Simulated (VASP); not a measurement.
# PbO (C2) in VASP: a series of runs

The runs below take PbO through single point, with PBEsol.

Program: VASP 6.6.1. These are calculated values, not measurements. Logs are shortened: lines on timing, memory, paths and dates and some standing lists are left out, and cuts for length are marked.

**1. The cell of the first run**

Symmetry: C2, No. 5, monoclinic system. The conventional cell has a = 5.621 Å, b = 5.621 Å, c = 5.022 Å, α = 90.00°, β = 90.00°, γ = 90.00°. Pb (site symmetry 1) has 4 O at 2.22 to 2.41 Å as nearest neighbours. O (site symmetry 2) has 4 Pb at 2.22 to 2.41 Å as nearest neighbours. O (site symmetry 2) is surrounded by 4 Pb at 2.31 Å.

**2. Single point, PBEsol (atom 3 (O) moved by (-0.150, +0.000) A along [1 1 0] and z)**

Input file INCAR:

```
SYSTEM = PbO
ALGO     = Fast           ! electronic algorithm
EDIFF    = 1E-7           ! SCF threshold, eV
ENCUT    = 520            ! plane-wave cutoff, eV
GGA      = PS             ! functional
ISIF     = 2              ! what is computed and relaxed
ISMEAR   = 0              ! smearing method
LASPH    = .True.         ! aspherical terms in the spheres
LCHARG   = .False.        ! write CHGCAR
LREAL    = .False.        ! projectors in reciprocal space
LWAVE    = .False.        ! write WAVECAR
NBANDS   = 28             ! bands
NELM     = 100            ! most SCF steps
PREC     = Accurate       ! precision mode
SIGMA    = 0.05           ! smearing width, eV
```

Input file KPOINTS:

```
k-points
0
Gamma
  8 8 6
  0 0 0
```

Input file POSCAR:

```
PbO
1.0
    3.9744000000      0.0000000000      0.0000000000
    0.0000000000      3.9744000000      0.0000000000
    0.0000000000      0.0000000000      5.0220000000
Pb O
2 2
Direct
    0.0000000000      0.5000000000      0.2351000000
    0.5000000000      0.0000000000      0.7649000000
   -0.0266873030     -0.0266873030      0.0000000000
    0.5000000000      0.5000000000      0.0000000000
```

Potentials or basis: VASP PAW PBE potentials, release 64 (Pb_d, O).

Started as:

```
$ cat potpaw_PBE.64/Pb_d/POTCAR potpaw_PBE.64/O/POTCAR > POTCAR
$ mpirun -np 1 vasp_std > vasp.out
```

OUTCAR:

```text
SYSTEM = PbO
   EDIFF = 1E-7
   ENCUT = 520
   GGA = PS
   ISIF = 2
   ISMEAR = 0
   LASPH = .True.
   LREAL = .False.
   NELM = 100
   PREC = Accurate

 ion  position               nearest neighbor table
   1  0.000  0.500  0.235-   3 2.22   4 2.31   4 2.31   3 2.41   2 3.67   2 3.67   2 3.67   2 3.67
                             2 3.87   2 3.87   2 3.87   2 3.87
   2  0.500  0.000  0.765-   3 2.22   4 2.31   4 2.31   3 2.41   1 3.67   1 3.67   1 3.67   1 3.67
                             1 3.87   1 3.87   1 3.87   1 3.87
   3  0.973  0.973  0.000-   1 2.22   2 2.22   2 2.41   1 2.41
   4  0.500  0.500  0.000-   1 2.31   2 2.31   2 2.31   1 2.31

  LATTYP: Found a simple tetragonal cell.
 ALAT       =     3.9744000000
 C/A-ratio  =     1.2635869565

  Lattice vectors:

 A1 = (   3.9744000000,   0.0000000000,   0.0000000000)
 A2 = (   0.0000000000,   3.9744000000,   0.0000000000)
 A3 = (   0.0000000000,   0.0000000000,   5.0220000000)

Analysis of symmetry for initial positions (statically):
=====================================================================
 Subroutine PRICEL returns:
 Original cell was already a primitive cell.

 Routine SETGRP: Setting up the symmetry group for a
 simple tetragonal supercell.

 Subroutine GETGRP returns: Found  2 space group operations
 (whereof  2 operations were pure point group operations)
 out of a pool of 16 trial point group operations.

The static configuration has the point symmetry C_2 .

Analysis of symmetry for dynamics (positions and initial velocities):
=====================================================================
 Subroutine PRICEL returns:
 Original cell was already a primitive cell.

 Routine SETGRP: Setting up the symmetry group for a
 simple tetragonal supercell.

 Subroutine GETGRP returns: Found  2 space group operations
 (whereof  2 operations were pure point group operations)
 out of a pool of 16 trial point group operations.

The dynamic configuration has the point symmetry C_2 .

 Subroutine INISYM returns: Found  2 space group operations
 (whereof  2 operations are pure point group operations),
 and found     1 'primitive' translations

----------------------------------------------------------------------------------------

                                     Primitive cell

  volume of cell :      79.3268

  direct lattice vectors                    reciprocal lattice vectors
     3.974400000  0.000000000  0.000000000     0.251610306  0.000000000  0.000000000
     0.000000000  3.974400000  0.000000000     0.000000000  0.251610306  0.000000000
     0.000000000  0.000000000  5.022000000     0.000000000  0.000000000  0.199123855

  length of vectors
     3.974400000  3.974400000  5.022000000     0.251610306  0.251610306  0.199123855

  position of ions in fractional coordinates (direct lattice)
     0.000000000  0.500000000  0.235100000
     0.500000000  0.000000000  0.764900000
     0.973312697  0.973312697  0.000000000
     0.500000000  0.500000000  0.000000000

  ion indices of the primitive-cell ions
   primitive index   ion index
                 1           1
                 2           2
                 3           3
                 4           4

----------------------------------------------------------------------------------------

 KPOINTS: k-points

Automatic generation of k-mesh.
 Grid dimensions read from file:
 generate k-points for:    8    8    6

 Generating k-lattice:

  Cartesian coordinates                     Fractional coordinates (reciprocal lattice)
     0.031451288  0.000000000  0.000000000     0.125000000  0.000000000  0.000000000
     0.000000000  0.031451288  0.000000000     0.000000000  0.125000000  0.000000000
     0.000000000  0.000000000  0.033187309     0.000000000  0.000000000  0.166666667

  Length of vectors
     0.031451288  0.031451288  0.033187309

  Shift w.r.t. Gamma in fractional coordinates (k-lattice)
     0.000000000  0.000000000  0.000000000

 Subroutine IBZKPT returns following result:
 ===========================================

 Found    114 irreducible k-points:

 Following reciprocal coordinates:
            Coordinates               Weight
  0.000000  0.000000  0.000000      1.000000
  0.125000  0.000000  0.000000      4.000000
  0.250000  0.000000  0.000000      4.000000
  0.375000  0.000000  0.000000      4.000000
  0.500000  0.000000  0.000000      2.000000
  0.125000  0.125000  0.000000      2.000000
[... 16 lines left out ...]
  0.125000  0.000000  0.166667      4.000000
  0.000000  0.125000  0.166667      4.000000
 [... further k-points ...]
   k-points           NKPTS =    114   k-points in BZ     NKDIM =    114   number of bands    NBANDS=     28
   number of dos      NEDOS =    301   number of ions     NIONS =      4
   total plane-waves  NPLWV =  36000
   dimension x,y,z NGX =    30 NGY =   30 NGZ =   40
   dimension x,y,z NGXF=    60 NGYF=   60 NGZF=   80
   ions per type =               2   2
   NGX,Y,Z   is equivalent  to a cutoff of  12.55, 12.55, 13.24 a.u.
   NGXF,Y,Z  is equivalent  to a cutoff of  25.10, 25.10, 26.48 a.u.
 SYSTEM =  PbO
   PREC   = accura    normal or accurate (medium, high low for compatibility)
   ISTART =      0    job   : 0-new  1-cont  2-samecut
   ICHARG =      2    charge: 1-file 2-atom 10-const
   ISPIN  =      1    spin polarized calculation?
   LNONCOLLINEAR =      F non collinear calculations
   LSORBIT =      F    spin-orbit coupling
   LASPH  =      T    aspherical Exc in radial PAW
   ENCUT  =  520.0 eV  38.22 Ry    6.18 a.u.   7.39  7.39  9.34*2*pi/ulx,y,z
   NELM   =    100;   NELMIN=  2; NELMDL= -5     # of ELM steps
   EDIFF  = 0.1E-06   stopping-criterion for ELM
   LREAL  =      F    real-space projection
   EDIFFG = 0.1E-05   stopping-criterion for IOM
   NSW    =      0    number of steps for IOM
   IBRION =     -1    ionic relax: 0-MD 1-quasi-New 2-CG
   NFREE  =      0    steps in history (QN), initial steepest desc. (CG)
   ISIF   =      2    stress and relaxation
   ISYM   =      2    0-nonsym 1-usesym 2-fastsym
   POTIM  = 0.5000    time-step for ionic-motion
   TEBEG  =    0.0;   TEEND  =   0.0 temperature during run
   PSTRESS=    0.0 pullay stress
   NELECT =      40.0000    total number of electrons
   NUPDOWN=      -1.0000    fix difference up-down
   EMIN   =  10.00;   EMAX   =-10.00  energy-range for DOS
   EFERMI =   0.00;   METHOD = LEGACY
   ISMEAR =     0;   SIGMA  =   0.05  broadening in eV -4-tet -1-fermi 0-gaus
   EFERMI_NEDOS =   21; number of points for ismear=-14 and -15
   IALGO  =     68    algorithm
   IMIX   =      4    mixing-type and parameters
     AMIX     =   0.40;   BMIX     =  1.00
     AMIX_MAG =   1.60;   BMIX_MAG =  1.00
  volume/ion in A,a.u.               =      19.83       133.83
  Fermi-wavevector in a.u.,A,eV,Ry     =   1.303031  2.462372 23.101207  1.697891
  Thomas-Fermi vector in A             =   2.434060
   LORBIT       =      0    0 simple, 1 ext, 2 COOP (PROOUT), +10 PAW based schemes
   GGA     = PS    functional components
   LHFCALC =     F    Hartree Fock is set to
   AEXX    =    0.0000 exact exchange contribution
   IVDW    =     0    specifies the selected vdW correction
   LEPSILON=     F    determine dielectric tensor
   LRPA    =     F    only Hartree local field effects (RPA)
 non-spin polarized calculation
 RMM-DIIS sequential band-by-band and
 Gauss-broadening in eV      SIGMA  =   0.05
  energy-cutoff  :      520.00
  volume of cell :       79.33
 maximum number of plane-waves:      2171
 NGX is ok and might be reduce to    30
   NGX = 15   NGY = 15   NGZ = 19

 number of electron      40.0000006 magnetization

 Free energy of the ion-electron system (eV)
  ---------------------------------------------------
  ext. energy  EPLUGINS =         0.00000000
  ---------------------------------------------------
  free energy    TOTEN  =       -22.79184374 eV

  energy without entropy =      -22.79184374  energy(sigma->0) =      -22.79184374

 E-fermi :   5.2461     XC(G=0): -10.0788

 val. band max:        4.9941519699   @ k =   0.1250   0.0000   0.0000
 cond. band min:       6.1775317227   @ k =   0.5000   0.5000   0.0000
 fundamental gap:      1.1833797528
 Fermi energy:         5.2460517965

 k-point     1 :       0.0000    0.0000    0.0000
  band No.  band energies     occupation
      1     -13.4584      2.00000
      2     -12.8543      2.00000
      3     -10.9622      2.00000
      4     -10.9420      2.00000
      5     -10.8880      2.00000
      6     -10.8778      2.00000
[... 20 lines left out ...]
     27      12.5465      0.00000
     28      13.0050      0.00000

 k-point     2 :       0.1250    0.0000    0.0000
  band No.  band energies     occupation
      1     -13.4239      2.00000
      2     -12.8649      2.00000
      3     -10.9538      2.00000
      4     -10.9365      2.00000
      5     -10.8759      2.00000
      6     -10.8676      2.00000
[... 20 lines left out ...]
     27      12.7368      0.00000
     28      14.0425      0.00000

 k-point     3 :       0.2500    0.0000    0.0000
  band No.  band energies     occupation
      1     -13.3347      2.00000
      2     -12.8986      2.00000
      3     -10.9314      2.00000
      4     -10.9176      2.00000
      5     -10.8455      2.00000
      6     -10.8375      2.00000
[... 20 lines left out ...]
     27      12.9942      0.00000
     28      15.8480      0.00000

 k-point     4 :       0.3750    0.0000    0.0000
  band No.  band energies     occupation
      1     -13.2281      2.00000
      2     -12.9536      2.00000
      3     -10.9015      2.00000
      4     -10.8863      2.00000
      5     -10.8368      2.00000
      6     -10.8350      2.00000
[... 578 lines left out ...]
     27      12.4843      0.00000
     28      13.1681      0.00000

 k-point    23 :       0.1250    0.0000    0.1667
  band No.  band energies     occupation
      1     -13.4183      2.00000
      2     -12.8619      2.00000
      3     -10.9462      2.00000
      4     -10.9334      2.00000
      5     -10.8740      2.00000
      6     -10.8640      2.00000
[... 20 lines left out ...]
     27      12.6896      0.00000
     28      14.0526      0.00000

 k-point    24 :       0.0000    0.1250    0.1667
  band No.  band energies     occupation
      1     -13.4200      2.00000
      2     -12.8620      2.00000
      3     -10.9446      2.00000
      4     -10.9213      2.00000
      5     -10.8764      2.00000
      6     -10.8668      2.00000
[... 20 lines left out ...]
     27      12.8677      0.00000
     28      14.0543      0.00000

 [... further k-points ...]

------------------------ aborting loop because EDIFF is reached ----------------------------------------

  FORCE on cell =-STRESS in cart. coord.  units (eV):
  Direction    XX          YY          ZZ          XY          YZ          ZX
  --------------------------------------------------------------------------------------
  -------------------------------------------------------------------------------------
  Total        0.8392080      0.8392080      0.6258679      0.0896617     -0.4695990      0.4695976
  in kB       16.9496339     16.9496339     12.6407664      1.8109140     -9.4845749      9.4845462
  external PRESSURE =      15.5133447 kB  Pullay stress =       0.0000000 kB

 VOLUME and BASIS-vectors are now :
 -----------------------------------------------------------------------------
  energy-cutoff  :      520.00
  volume of cell :       79.33
      direct lattice vectors                 reciprocal lattice vectors
     3.974400000  0.000000000  0.000000000     0.251610306  0.000000000  0.000000000
     0.000000000  3.974400000  0.000000000     0.000000000  0.251610306  0.000000000
     0.000000000  0.000000000  5.022000000     0.000000000  0.000000000  0.199123855

 POSITION                                       TOTAL-FORCE (eV/Angst)
 -----------------------------------------------------------------------------------
      0.00000      1.98720      1.18067        -0.043544     -0.368958      0.232638
      1.98720      0.00000      3.84133        -0.368958     -0.043544     -0.232638
      3.86833      3.86833      0.00000         0.752678      0.752678      0.000000
      1.98720      1.98720      0.00000        -0.340176     -0.340176      0.000000
 -----------------------------------------------------------------------------------
    total drift:                                0.000226      0.000226      0.000002

  FREE ENERGIE OF THE ION-ELECTRON SYSTEM (eV)
  ---------------------------------------------------
  free  energy   TOTEN  =       -22.7918437385 eV

  energy  without entropy=      -22.7918437385  energy(sigma->0) =      -22.79184374
```

Wall time 2.7 min (1 thread of AMD EPYC 9R14 (Zen 4), shared host); peak memory 0.3 GiB.

What came out:

```
Free energy            : -22.7918 eV
Pressure               : 1.6 GPa
Largest force          : 1.064 eV/Å
Band gap on the k mesh : 1.18 eV, indirect (least direct gap 2.23 eV)
```

Forces in eV/Å, atoms in the order of the input:
```
Pb  -0.044 -0.369  0.233
Pb  -0.369 -0.044 -0.233
O    0.753  0.753  0.000
O   -0.340 -0.340  0.000
```

Stress tensor (GPa, compression positive):
```
 1.69  0.18  0.95
 0.18  1.69 -0.95
 0.95 -0.95  1.26
```

Levels at points of the mesh, in eV from the valence-band top:
```
           k point  band 17  band 18  band 19  band 20  band 21  band 22  band 23  band 24
(0.00, 0.00, 0.00)    -1.83    -1.66    -1.65    -0.01     2.28     5.21     5.68     5.86
(0.50, 0.00, 0.00)    -3.18    -2.88    -1.69    -1.62     3.14     3.56     6.28     6.47
(0.50, 0.50, 0.00)    -1.68    -1.64    -1.08    -1.05     1.18     1.22     5.19     5.22
(0.00, 0.00, 0.50)    -1.90    -1.70    -1.68    -0.95     1.90     3.96     4.08     4.24
(0.50, 0.00, 0.50)    -3.20    -2.86    -1.06    -0.91     3.00     3.06     6.18     6.37
(0.50, 0.50, 0.50)    -2.25    -2.23    -1.08    -1.04     3.43     3.47     4.54     4.69
```

Caveat: the PAW data sets were made with another functional, which shifts forces and pressure a little; spin-orbit coupling is left out, which as a rule narrows the gap of such compounds by several tenths of an eV.

**3. Single point, PBEsol (atom 3 (O) moved by (-0.300, -0.150) A along [1 1 0] and z)**

Input file INCAR:

```
  PREC = Accurate
  ENCUT = 520
  EDIFF = 1E-6
  ISMEAR = 0
  SIGMA = 0.05
  LREAL = F
  LASPH = T
  NELM = 100
  ALGO = Fast
  ISIF = 2
  LWAVE = F
  LCHARG = F
  GGA = PS
  NBANDS = 28
```

Input file KPOINTS:

```
Automatic mesh
0
Gamma
  8 8 6
```

Changes to POSCAR since step 2:

```diff
@@ -10,3 +10,3 @@
     0.5000000000      0.0000000000      0.7649000000
-   -0.0266873030     -0.0266873030      0.0000000000
+   -0.0533746061     -0.0533746061     -0.0298685783
     0.5000000000      0.5000000000      0.0000000000
```

Potentials or basis: VASP PAW PBE potentials, release 64 (Pb_d, O).

Started as:

```
$ cat potpaw_PBE.64/Pb_d/POTCAR potpaw_PBE.64/O/POTCAR > POTCAR
$ mpirun -np 1 vasp_std > vasp.out
```

Run time: 4.4 min. Hardware: 1 thread of AMD EPYC 9R14 (Zen 4), shared host; peak memory 0.41 GiB.

It converged, with:

```yaml
Free_energy: -22.4436 eV
Pressure: 3.6 GPa
Largest_force: 2.899 eV/Å
Band_gap_on_the_k_mesh: 1.11 eV, indirect (least direct gap 2.07 eV)
```

Forces on the atoms (eV/Å):
```
Pb  -0.091 -0.324 -0.174
Pb  -1.526  0.081 -1.289
O    2.391  0.944  1.341
O   -0.774 -0.701  0.122
```

Stress tensor (GPa, compression positive):
```
 7.19  0.52  2.97
 0.52  1.24 -1.61
 2.97 -1.61  2.35
```

Levels at points of the mesh, in eV from the valence-band top:
```tsv
k point	band 17	band 18	band 19	band 20	band 21	band 22	band 23	band 24
(0.00, 0.00, 0.00)	-2.01	-1.70	-1.48	0.00	2.24	5.00	5.61	6.04
(0.50, 0.00, 0.00)	-3.10	-2.58	-1.74	-1.48	3.23	4.02	5.82	6.19
(0.00, 0.50, 0.00)	-3.30	-2.80	-1.68	-1.37	2.59	3.45	6.07	6.45
(0.50, 0.50, 0.00)	-1.95	-1.45	-1.08	-0.96	1.11	1.30	4.98	5.34
(0.00, 0.00, 0.50)	-2.16	-1.74	-1.49	-0.97	2.06	3.77	4.26	4.39
(0.50, 0.00, 0.50)	-3.22	-2.53	-1.26	-0.77	2.93	3.23	5.60	6.43
(0.00, 0.50, 0.50)	-3.39	-2.76	-1.12	-0.66	2.74	3.03	6.15	6.36
(0.50, 0.50, 0.50)	-2.51	-2.02	-1.08	-0.93	3.18	3.48	4.32	4.77
```

Caveat: the PAW data sets were made with another functional, which shifts forces and pressure a little; spin-orbit coupling is left out, which as a rule narrows the gap of such compounds by several tenths of an eV.

**4. Single point, PBEsol (atom 3 (O) moved by (+0.000, -0.300) A along [1 1 0] and z)**

Input file INCAR:

```
PREC = Accurate
ENCUT = 520
EDIFF = 1E-6
ISMEAR = 0
SIGMA = 0.05
LREAL = F
LASPH = T
NELM = 100
ALGO = Fast
ISIF = 2
LWAVE = F
LCHARG = T
GGA = PS
LELF = T
LVHAR = T
NBANDS = 28
```

Input file KPOINTS:

```
regular mesh
0
Gamma
  8 8 6
```

Changes to POSCAR since step 3:

```diff
@@ -10,3 +10,3 @@
     0.5000000000      0.0000000000      0.7649000000
-   -0.0533746061     -0.0533746061     -0.0298685783
+    0.0000000000      0.0000000000     -0.0597371565
     0.5000000000      0.5000000000      0.0000000000
```

Started as:

```
$ cat potpaw_PBE.64/Pb_d/POTCAR potpaw_PBE.64/O/POTCAR > POTCAR
$ mpirun -np 1 vasp_std > vasp.out
```

Wall time 2.2 min (1 thread of AMD EPYC 9R14 (Zen 4), shared host); peak memory 0.28 GiB.

The run converged. Its results:

| Quantity | Value |
| --- | --- |
| Free energy | -22.5318 eV |
| Pressure | 2.2 GPa |
| Largest force | 2.184 eV/Å |
| Band gap on the k mesh | 1.00 eV, indirect (least direct gap 1.77 eV) |

Forces in eV/Å, atoms in the order of the input:
```
Pb   0.000  0.000 -0.686
Pb   0.000  0.000 -1.667
O    0.000  0.000  2.184
O    0.000  0.000  0.169
```

Stress tensor (GPa, compression positive):
```
 8.03  0.00  0.00
 0.00 -2.05  0.00
 0.00  0.00  0.74
```

Levels at points of the mesh, in eV from the valence-band top:
| k point | band 17 | band 18 | band 19 | band 20 | band 21 | band 22 | band 23 | band 24 |
| --- | --- | --- | --- | --- | --- | --- | --- | --- |
| (0.00, 0.00, 0.00) | -2.10 | -1.83 | -1.53 | -0.09 | 2.40 | 5.15 | 5.37 | 5.59 |
| (0.50, 0.00, 0.00) | -3.10 | -2.64 | -1.92 | -1.34 | 3.73 | 4.05 | 5.68 | 5.98 |
| (0.00, 0.50, 0.00) | -3.41 | -3.12 | -1.67 | -1.28 | 2.44 | 2.92 | 6.26 | 6.62 |
| (0.50, 0.50, 0.00) | -2.03 | -1.52 | -1.02 | -0.77 | 1.00 | 1.18 | 4.86 | 5.59 |
| (0.00, 0.00, 0.50) | -2.17 | -1.85 | -1.52 | -0.88 | 1.77 | 3.65 | 4.22 | 4.39 |
| (0.50, 0.00, 0.50) | -3.07 | -2.59 | -1.49 | -0.69 | 2.96 | 3.40 | 5.31 | 6.37 |
| (0.00, 0.50, 0.50) | -3.59 | -3.09 | -1.19 | -0.47 | 2.53 | 3.06 | 6.25 | 6.57 |
| (0.50, 0.50, 0.50) | -2.67 | -1.97 | -0.97 | -0.89 | 2.87 | 3.44 | 4.66 | 5.21 |

Caveat: the PAW data sets were made with another functional, which shifts forces and pressure a little; spin-orbit coupling is left out, which as a rule narrows the gap of such compounds by several tenths of an eV. A k mesh can miss the band edges.

**5. Summary**

```tsv
cell	further INCAR settings	gap on the mesh (eV)	pressure (GPa)	largest force (eV/Å)
atom 3 (O) moved by (-0.150, +0.000) A along [1 1 0] and z	ALGO = Fast; EDIFF = 1e-07; NBANDS = 28	1.18	1.6	1.06
atom 3 (O) moved by (-0.300, -0.150) A along [1 1 0] and z	ALGO = Fast; EDIFF = 1e-06; NBANDS = 28	1.11	3.6	2.90
atom 3 (O) moved by (+0.000, -0.300) A along [1 1 0] and z	ALGO = Fast; EDIFF = 1e-06; NBANDS = 28	1.00	2.2	2.18
```

Alike in all rows: task single point; level PBEsol; potentials or basis VASP PAW PBE potentials, release 64 (Pb_d, O); no spin polarisation; k mesh 8 × 8 × 6; cutoff (eV) 520; smearing gaussian 0.05 eV.

Caveats: the PAW data sets were made with another functional, which shifts forces and pressure a little; spin-orbit coupling is left out, which as a rule narrows the gap of such compounds by several tenths of an eV.

Total energies depend on the potentials used, so only differences within one code and one set of settings carry meaning.
